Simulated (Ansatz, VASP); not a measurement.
## Rh: VASP beside Ansatz

```
Rh
1.0
     2.71265    0.00000    0.00000
    -1.35632    2.34922    0.00000
     0.00000    0.00000    4.39877
Rh
2
Direct
  0.33333 0.66667 0.25000
  0.66667 0.33333 0.75000
```

This isn't the form of Rh at room conditions, which is fcc.

Alike in both runs: task single point; functional r2SCAN; k mesh 11 × 11 × 6; occupations fermi-dirac, width 0.05 eV; no spin polarisation.

|  | VASP | Ansatz |
| --- | --- | --- |
| version | VASP 6.6.1 | Ansatz 0.2.0 |
| potentials or method | VASP PAW PBE potentials, release 64 (Rh_pv) | Ansatz PAW |
| plane-wave cutoff (eV) | 520 | 500 |
| valence electrons in the cell | 30 | 34 |

|  | VASP | Ansatz | Ansatz less VASP |
| --- | --- | --- | --- |
| gap on the k mesh at the Fermi level (eV) | none | none | - |
| pressure (GPa) | -3.7 | -4.8 | -1.12 |
| largest component of the traceless stress (GPa) | 0.91 | 0.93 | +0.019 |

A gap of «none» marks a metal or a gap that the smearing closes. The two sets of potentials don't hold the same shells in valence.

Caveats: the PAW data sets were made with another functional, which shifts forces and pressure a little (VASP); the PAW data sets come from PBE, with cores solved anew for the run's functional, which leaves a small shift of forces and pressure (Ansatz).
